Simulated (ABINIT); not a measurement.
# Ge: single point with PBE

Crystal: Ge.

```xyz
2
Lattice="0.0000 2.8845 2.8845 2.8845 0.0000 2.8845 2.8845 2.8845 0.0000" Properties=species:S:1:pos:R:3 pbc="T T T"
Ge    4.3267    4.3267    4.3267
Ge    2.8845    2.8845    2.8845
```

The cell isn't the ideal one: cell relaxed.

- Program: ABINIT 10.8.3 (patched build)
- Task: single point
- Functional: PBE
- Potentials or basis: PseudoDojo NC SR PBE v0.4.1 standard
- Cutoff: 1061 eV
- k mesh: 6 × 6 × 6
- Occupations: fermi-dirac, width 0.05 eV
- Spin: no spin polarisation

| Property | Result |
| --- | --- |
| Pressure | 0.0 GPa |
| Band gap on the k mesh | none (metal or under the smearing width) |
| Valence electrons inside the program's atomic spheres | Ge 11.51, 11.52 (radii [1.0584] Å) |

Levels at points of the mesh, in eV from the Fermi level:
| k point | band 10 | band 11 | band 12 | band 13 | band 14 | band 15 | band 16 | band 17 | band 18 |
| --- | --- | --- | --- | --- | --- | --- | --- | --- | --- |
| (0.00, 0.00, 0.00) | -24.52 | -12.30 | -0.45 | 0.04 | 0.04 | 0.04 | 2.57 | 2.57 | 2.57 |
| (0.50, 0.00, 0.00) | -24.49 | -10.35 | -7.30 | -1.28 | -1.28 | 0.05 | 3.75 | 3.75 | 7.15 |
| (0.50, 0.50, 0.00) | -24.48 | -8.63 | -8.63 | -2.83 | -2.83 | 0.86 | 0.86 | 9.08 | 9.08 |

Wall time 9.7 s on 4 MPI ranks on Arm Neoverse V2, with other jobs on the host, peak memory 0.32 GiB a rank.

Caveat: this crystal is a semiconductor, whose small gap the functional closes, so the metal is an error of the method.
